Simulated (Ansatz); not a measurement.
# PbO2 (Fm-3m) in Ansatz: notebook

One crystal, PbO2, is run at these levels: PBEsol; tasks: single point, equation of state.

Program: Ansatz 0.2.0. These are calculated values, not measurements. Logs are shortened: lines on timing, memory, paths and dates and some standing lists are left out, and cuts for length are marked.

### 1 The crystal as given

It takes space group Fm-3m (No. 225, cubic). Conventional cell: a = 5.404 Å, b = 5.404 Å, c = 5.404 Å, α = 90.00°, β = 90.00°, γ = 90.00°. Pb (site symmetry m-3m) is surrounded by 8 O at 2.34 Å. O (site symmetry -43m) is surrounded by 4 Pb at 2.34 Å.

The cell comes from a database or a generator and needn't be the stable form of this composition.

### 2 Single point, PBEsol, 12.36 Å³/atom (volume scaled by 0.94)

Input file input.yaml:

```yaml
crystal:
  lattice:
    - [0.0, 2.6468338291, 2.6468338291]
    - [2.6468338291, 0.0, 2.6468338291]
    - [2.6468338291, 2.6468338291, 0.0]
  atoms:
    - { symbol: Pb, position: [0.0, 0.0, 0.0] }
    - { symbol: O, position: [0.75, 0.75, 0.75] }
    - { symbol: O, position: [0.25, 0.25, 0.25] }
hamiltonian:
  xc: pbesol
  pseudopotentials: { kind: paw }
kpoints:
  mp_grid: { grid: [9, 9, 9] }
scf:
  occupations: { method: fermi_dirac, width: 0.05 }
output:
  forces: true
  stress: true
  eigenvalues: true
```

Potentials or basis: Ansatz PAW.

Run with:

```sh
$ ansatz run input.yaml --threads 2 --pin off --max-ram 5632MiB --backend cpu --events-out ev --progress --plain --runs-dir out
```

Log:

```text
Warning: RAYON_NUM_THREADS=2 ignored (pool sized by the plan → 2); use --threads N
Engine: ansatz 0.2.0, aarch64-unknown-linux-gnu
Pseudopotentials: kind: paw
Pseudopotential: Pb, paw, valence charge 14, recommended cutoff 420 eV (normal), Pb.paw.azcp
Pseudopotential: O, paw, valence charge 6, recommended cutoff 420 eV (normal), O.paw.azcp
Functional definition: PBEsol
  exchange = pbesol_x
  correlation = pbesol_c
Crystal: 3 atoms, lattice volume = 37.086 Å³
Basis set: ecut = 420 eV, 725 PW (Γ), exchange–correlation on 54×54×54 points (8 copies of the dense FFT grid, shifted against one another)
Bands: 17, of which v1, the nominal top of the filled ones, is band 13 counted from 1 (12 counted from 0)
Symmetry: 48 space group operations
Space group: Fm-3m (ITA 225), of the structure as read, at distance tolerance 3.3e-5 Å
k-points: 35 of 729
Non-local potential: Pb, projectors of the file, l = 0: 2, l = 1: 2, l = 2: 2, l = 3: 2
Non-local potential: O, projectors of the file, l = 0: 2, l = 1: 2, l = 2: 1
PAW form: soft (Blöchl's): semilocal exchange-correlation on the pseudo side does not see the compensation charge
PAW frozen core: Pb, regenerated for the run's functional, and the local potential with it (the file was generated under x = pbe(κ = 0.804, μ = 0.2195149727645171), c = pbe(β = 0.06672455060314922))
PAW frozen core: O, regenerated for the run's functional, and the local potential with it (the file was generated under x = pbe(κ = 0.804, μ = 0.2195149727645171), c = pbe(β = 0.06672455060314922))
PAW one-centre angular grid: Pb, 590 points (default); XC on 64 Gauss nodes
PAW one-centre angular grid: O, 110 points (default); XC on 64 Gauss nodes
Initial density: superposition of atomic densities (neutral atoms: chi_scale 0, normalization atom), corrected by the library's trained network
Initial wavefunctions: pseudopotential atomic-orbital guess
Functional: x = pbesol(κ = 0.804, μ = 0.12345679012345678), c = pbesol(β = 0.046)
SCF iter   1: F=—  HF=-12873.905694 eV  |F-HF|=—  |Δ(HF+E_count)|=         —  Δρ=1.52e-2  dr2=6.67e-2  ethr=1.77e-3  ⟨swp⟩=6.1  Hψ=3197  notcnv=0
preconditioner: auto → none  [insulator: Δε(μ)=0.729 eV  Ē_g=17.027 eV  σ=0.050 eV  W_gap=0.70  n_scr=14 (ndim 8)  ℏωp=31.1 eV  f_vac=0.050  D(μ)=0.66/eV (n_scr^D=0)  ε∞_Penn≈4.3]
SCF iter   2: F=—  HF=-12873.889946 eV  |F-HF|=—  |Δ(HF+E_count)|=   1.57e-2  Δρ=7.17e-3  dr2=1.55e-2  ethr=2.56e-4  ⟨swp⟩=2.6  Hψ=1461  notcnv=0
SCF iter   3: F=—  HF=-12873.885291 eV  |F-HF|=—  |Δ(HF+E_count)|=   4.66e-3  Δρ=1.17e-3  dr2=3.65e-4  ethr=5.94e-5  ⟨swp⟩=2.4  Hψ=1020  notcnv=0
SCF iter   4: F=—  HF=-12873.885274 eV  |F-HF|=—  |Δ(HF+E_count)|=   1.70e-5  Δρ=4.65e-4  dr2=2.45e-5  ethr=1.40e-6  ⟨swp⟩=2.2  Hψ=1047  notcnv=0
SCF iter   5: F=—  HF=-12873.885306 eV  |F-HF|=—  |Δ(HF+E_count)|=   3.14e-5  Δρ=8.94e-5  dr2=1.91e-6  ethr=9.43e-8  ⟨swp⟩=2.1  Hψ=852  notcnv=0
SCF iter   6: F=—  HF=-12873.885305 eV  |F-HF|=—  |Δ(HF+E_count)|=   7.20e-7  Δρ=3.43e-5  dr2=2.20e-7  ethr=7.33e-9  ⟨swp⟩=2.7  Hψ=1029  notcnv=0
SCF iter   7: F=-12873.885305 eV  HF=-12873.885305 eV  |F-HF|=1.33e-9  |Δ(HF+E_count)|=   1.15e-7  Δρ=3.22e-6  dr2=1.83e-9  ethr=3.85e-10  ⟨swp⟩=6.5  Hψ=2922  notcnv=0
SCF 1 converged in 7 iterations: F = -12873.885305 eV  dr2 = 1.83e-9
SCF converged after 7 iterations
Free energy (F): -12873.885305 eV
Harris-Foulkes:  -12873.885305 eV  (|F-HF|=1.33e-9)
Internal energy: -12873.879531 eV  (E = F + TS)
E sigma→0 (E₀):  -12873.882418 eV
Entropy (-TS):   -0.005774 eV (-1.925 meV/atom)
Fermi energy:    10.552481 eV
--- Per-component energies (eV) ---
  E_band       = 15.301392
  E_kinetic    = 641.193201
  E_local      = -1445.513138  (includes V_loc(G=0)·N_el)
  E_nonlocal   = 454.348893
  E_hartree    = 552.610028
  E_xc         = -360.500136
  E_vxc        = -315.125762  (∫ρ·V_xc dr)
  E_paw        = -10571.776536  (= ΣΔE_a)
  E_vpaw       = -424.827026  (= ΣTr[D̂ρ^β])
  E_aug_tail   = 0.004776  (compensation charges beyond the density's cutoff)
  E_ewald      = -2144.379311
  E_core_change = 0.132692  (= ΣΔE_core)
  E_smearing   = -0.005774  (= −TS)
  E_closure    = -0.000000  (closes the sum)
  Σ components = -12873.885305   (vs F -12873.885305, Δ=0.00e0)
--- Forces (eV/Å), atoms counted from 1 ---
  atom   1  Pb    -0.00000000     0.00000000     0.00000000
  atom   2  O      0.00000000    -0.00000000     0.00000000
  atom   3  O     -0.00000000     0.00000000     0.00000000
  max |Σ_I F_I| component: 9.25e-18 eV/Å
--- Stress (GPa, compression-positive) ---
        3.415490       0.000000       0.000000
       -0.000000       3.415490      -0.000000
       -0.000000      -0.000000       3.415490
  P = ⅓ Tr σ = 3.4155 GPa (34.155 kbar)
--- Band table (eV; the first three rows and the last of 35) ---
  k-point 0: bands = ["-8.4321", "-5.1659", "-5.1659", "-5.1659", "-5.1485", "-4.8437", "-4.8437", "8.2702", "8.4678", "8.4678", "8.4678", "9.2082", "9.2082", "9.2082", "17.5823", "17.5823", "17.5823"]
  k-point 1: bands = ["-8.3197", "-5.8380", "-5.1469", "-5.1469", "-4.8452", "-4.8452", "-4.4553", "7.0110", "8.2676", "8.3361", "8.3361", "9.1978", "9.1978", "10.4648", "17.3115", "17.8652", "17.8652"]
  k-point 2: bands = ["-8.0306", "-6.3676", "-5.1059", "-5.1059", "-4.8410", "-4.8410", "-3.8854", "5.5480", "7.8222", "8.0321", "8.0321", "9.1540", "9.1540", "11.8616", "17.1422", "18.6203", "18.6203"]
  k-point 34: bands = ["-7.2243", "-7.1610", "-4.9462", "-4.8505", "-4.8213", "-4.0479", "-3.6530", "2.1706", "5.4297", "7.3982", "8.1093", "10.0507", "10.5040", "13.1130", "18.7619", "19.8806", "20.0127"]
```

Run time: 1.1 s. Hardware: 2 threads of Arm Neoverse V1, shared host; peak memory 0.3 GiB.

Results:

```
Free energy            : -12873.8853 eV
Pressure               : 3.4 GPa
Band gap on the k mesh : none (metal or under the smearing width)
```

Caveat: the pressure holds a Pulay correction of +0.7 GPa for the finite cutoff; the PAW data sets come from PBE, with cores solved anew for the run's functional, which leaves a small shift of forces and pressure.

### 3 Single point, PBEsol, 12.63 Å³/atom (volume scaled by 0.96)

Edit input.yaml of step 2 so:

```diff
@@ -2,5 +2,5 @@
   lattice:
-    - [0.0, 2.6468338291, 2.6468338291]
-    - [2.6468338291, 0.0, 2.6468338291]
-    - [2.6468338291, 2.6468338291, 0.0]
+    - [0.0, 2.6654741181, 2.6654741181]
+    - [2.6654741181, 0.0, 2.6654741181]
+    - [2.6654741181, 2.6654741181, 0.0]
   atoms:
@@ -20 +20,5 @@
   eigenvalues: true
+  write_density: true
+  write_potential: true
+  elf: true
+  volumetric_format: npy
```

Potentials or basis: Ansatz PAW.

Run with:

```sh
$ ansatz run input.yaml --threads 2 --pin off --max-ram 5632MiB --backend cpu --events-out ev --progress --plain --runs-dir out
```

Wall time 1.4 s (2 threads of Arm Neoverse V1, shared host); peak memory 0.3 GiB.

It converged, with:

```yaml
Free_energy: -12873.8938 eV
Pressure: 0.0 GPa
Band_gap_on_the_k_mesh: none (metal or under the smearing width)
```

Caveat: the pressure holds a Pulay correction of +0.7 GPa for the finite cutoff; the PAW data sets come from PBE, with cores solved anew for the run's functional, which leaves a small shift of forces and pressure.

### 4 Single point, PBEsol, 12.89 Å³/atom (volume scaled by 0.98)

Edit input.yaml of step 3 so:

```diff
@@ -2,5 +2,5 @@
   lattice:
-    - [0.0, 2.6654741181, 2.6654741181]
-    - [2.6654741181, 0.0, 2.6654741181]
-    - [2.6654741181, 2.6654741181, 0.0]
+    - [0.0, 2.6838572791, 2.6838572791]
+    - [2.6838572791, 0.0, 2.6838572791]
+    - [2.6838572791, 2.6838572791, 0.0]
   atoms:
@@ -20,5 +20 @@
   eigenvalues: true
-  write_density: true
-  write_potential: true
-  elf: true
-  volumetric_format: npy
```

Run with:

```sh
$ ansatz run input.yaml --threads 2 --pin off --max-ram 5632MiB --backend cpu --events-out ev --progress --plain --runs-dir out
```

Wall time 1.1 s (2 threads of Arm Neoverse V1, shared host); peak memory 0.3 GiB.

It converged, with:

```yaml
Free_energy: -12873.8863 eV
Pressure: -3.0 GPa
Band_gap_on_the_k_mesh: none (metal or under the smearing width)
```

Caveat: the pressure holds a Pulay correction of +0.7 GPa for the finite cutoff; the PAW data sets come from PBE, with cores solved anew for the run's functional, which leaves a small shift of forces and pressure.

### 5 Single point, PBEsol, 13.15 Å³/atom

Edit input.yaml of step 4 so:

```diff
@@ -2,5 +2,5 @@
   lattice:
-    - [0.0, 2.6838572791, 2.6838572791]
-    - [2.6838572791, 0.0, 2.6838572791]
-    - [2.6838572791, 2.6838572791, 0.0]
+    - [0.0, 2.701992, 2.701992]
+    - [2.701992, 0.0, 2.701992]
+    - [2.701992, 2.701992, 0.0]
   atoms:
```

Run with:

```sh
$ ansatz run input.yaml --threads 2 --pin off --max-ram 5632MiB --backend cpu --events-out ev --progress --plain --runs-dir out
```

Run time: 1.1 s. Hardware: 2 threads of Arm Neoverse V1, shared host; peak memory 0.3 GiB.

The run converged. Its results:

| Property | Result |
| --- | --- |
| Free energy | -12873.8648 eV |
| Pressure | -5.7 GPa |
| Band gap on the k mesh | none (metal or under the smearing width) |

Caveat: the pressure holds a Pulay correction of +0.7 GPa for the finite cutoff; the PAW data sets come from PBE, with cores solved anew for the run's functional, which leaves a small shift of forces and pressure.

### 6 Single point, PBEsol, 13.41 Å³/atom (volume scaled by 1.02)

Edit input.yaml of step 5 so:

```diff
@@ -2,5 +2,5 @@
   lattice:
-    - [0.0, 2.701992, 2.701992]
-    - [2.701992, 0.0, 2.701992]
-    - [2.701992, 2.701992, 0.0]
+    - [0.0, 2.7198865082, 2.7198865082]
+    - [2.7198865082, 0.0, 2.7198865082]
+    - [2.7198865082, 2.7198865082, 0.0]
   atoms:
@@ -20 +20,5 @@
   eigenvalues: true
+  write_density: true
+  write_potential: true
+  elf: true
+  volumetric_format: npy
```

Potentials or basis: Ansatz PAW.

Run with:

```sh
$ ansatz run input.yaml --threads 2 --pin off --max-ram 5632MiB --backend cpu --events-out ev --progress --plain --runs-dir out
```

Run time: 1.4 s. Hardware: 2 threads of Arm Neoverse V1, shared host; peak memory 0.31 GiB.

It converged, with:

| Property | Result |
| --- | --- |
| Free energy | -12873.8308 eV |
| Pressure | -8.0 GPa |
| Band gap on the k mesh | none (metal or under the smearing width) |

Caveat: the pressure holds a Pulay correction of +0.6 GPa for the finite cutoff; the PAW data sets come from PBE, with cores solved anew for the run's functional, which leaves a small shift of forces and pressure.

### 7 Single point, PBEsol, 13.68 Å³/atom (volume scaled by 1.04)

Edit input.yaml of step 6 so:

```diff
@@ -2,5 +2,5 @@
   lattice:
-    - [0.0, 2.7198865082, 2.7198865082]
-    - [2.7198865082, 0.0, 2.7198865082]
-    - [2.7198865082, 2.7198865082, 0.0]
+    - [0.0, 2.7375486038, 2.7375486038]
+    - [2.7375486038, 0.0, 2.7375486038]
+    - [2.7375486038, 2.7375486038, 0.0]
   atoms:
@@ -20,5 +20 @@
   eigenvalues: true
-  write_density: true
-  write_potential: true
-  elf: true
-  volumetric_format: npy
```

Run with:

```sh
$ ansatz run input.yaml --threads 2 --pin off --max-ram 5632MiB --backend cpu --events-out ev --progress --plain --runs-dir out
```

It took 1.1 s on 2 threads of Arm Neoverse V1, shared host; peak memory 0.3 GiB.

It converged, with:

| Property | Result |
| --- | --- |
| Free energy | -12873.7861 eV |
| Pressure | -10.1 GPa |
| Band gap on the k mesh | none (metal or under the smearing width) |

Caveat: the pressure holds a Pulay correction of +0.6 GPa for the finite cutoff; the PAW data sets come from PBE, with cores solved anew for the run's functional, which leaves a small shift of forces and pressure.

### 8 Single point, PBEsol, 13.94 Å³/atom (volume scaled by 1.06)

Edit input.yaml of step 7 so:

```diff
@@ -2,5 +2,5 @@
   lattice:
-    - [0.0, 2.7375486038, 2.7375486038]
-    - [2.7375486038, 0.0, 2.7375486038]
-    - [2.7375486038, 2.7375486038, 0.0]
+    - [0.0, 2.7549856893, 2.7549856893]
+    - [2.7549856893, 0.0, 2.7549856893]
+    - [2.7549856893, 2.7549856893, 0.0]
   atoms:
```

Run with:

```sh
$ ansatz run input.yaml --threads 2 --pin off --max-ram 5632MiB --backend cpu --events-out ev --progress --plain --runs-dir out
```

Wall time 1.1 s (2 threads of Arm Neoverse V1, shared host); peak memory 0.3 GiB.

It converged, with:

```
Free energy            : -12873.7316 eV
Pressure               : -11.9 GPa
Band gap on the k mesh : none (metal or under the smearing width)
```

Caveat: the pressure holds a Pulay correction of +0.6 GPa for the finite cutoff; the PAW data sets come from PBE, with cores solved anew for the run's functional, which leaves a small shift of forces and pressure.

### 9 Equation of state, PBEsol

Potentials or basis: Ansatz PAW.

No new run: the results of the series are fitted here.

Results:

* Equilibrium volume: 12.63 Å³/atom
* Bulk modulus: 155 GPa
* Pressure derivative of the bulk modulus: 5.1

Energy against volume, from the lowest point:
| volume (Å³/atom) | energy (meV/atom) |
| --- | --- |
| 12.362 | 2.84 |
| 12.625 | 0.00 |
| 12.888 | 2.51 |
| 13.151 | 9.68 |
| 13.414 | 21.01 |
| 13.677 | 35.91 |
| 13.940 | 54.09 |
